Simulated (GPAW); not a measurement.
Wanted: an ASE script for a GPAW 26.7.0 run.

- Task: single point
- Functional: AM05
- Potentials or basis: PAW data sets generated in the run's folder for this functional
- Cutoff: 600 eV
- Basis: pw
- k mesh: 11 × 11 × 11
- Occupations: fermi-dirac, width 0.05 eV
- Spin: no spin polarisation
- Maxiter: 150

The structure of Ti lies in POSCAR:

```
Ti
1.0
   -1.6410000000      1.6410000000      1.6410000000
    1.6410000000     -1.6410000000      1.6410000000
    1.6410000000      1.6410000000     -1.6410000000
Ti
1
Direct
    0.0000000000      0.0000000000      0.0000000000
```

This isn't the form of Ti at room conditions, which is hcp.

One way to write it, as run:

run.py

```python
from ase.dft.bandgap import bandgap
from ase.io import read, write
from ase.units import GPa
from gpaw import GPAW, PW, setup_paths

setup_paths.insert(0, '.')

atoms = read('POSCAR')

calc = GPAW(mode=PW(600),
            xc='AM05',
            kpts={'size': (11, 11, 11), 'gamma': True},
            occupations={'name': 'fermi-dirac', 'width': 0.05},
            nbands=14,
            convergence={'density': 1e-05, 'energy': 1e-05},
            maxiter=150,
            txt='gpaw.txt')
atoms.calc = calc
energy = atoms.get_potential_energy()
forces = atoms.get_forces()
stress = atoms.get_stress()
calc.write('gs.gpw')
write('result.traj', atoms)
print(f'Energy: {energy:.6f} eV')
print('Forces (eV/A):')
print(forces.round(4))
print('Stress (GPa):', (stress / GPa).round(3))
print('Fermi level:', round(calc.get_fermi_level(), 4), 'eV')
print(f'Gap: {bandgap(calc)[0]:.4f} eV, direct: {bandgap(calc, direct=True)[0]:.4f} eV')
```

Potentials or basis: PAW data sets generated in the run's folder for this functional, pw.

Launch:

```sh
$ gpaw-setup -f AM05 Ti
$ OMP_NUM_THREADS=1 python run.py
```

It gave:

```json
{
 "Pressure": "-6.9 GPa",
 "Band gap on the k mesh": "none (metal or under the smearing width)"
}
```

Run time: 14 s on 1 thread of Arm Neoverse V1, with other jobs on the host, peak memory 0.14 GiB.
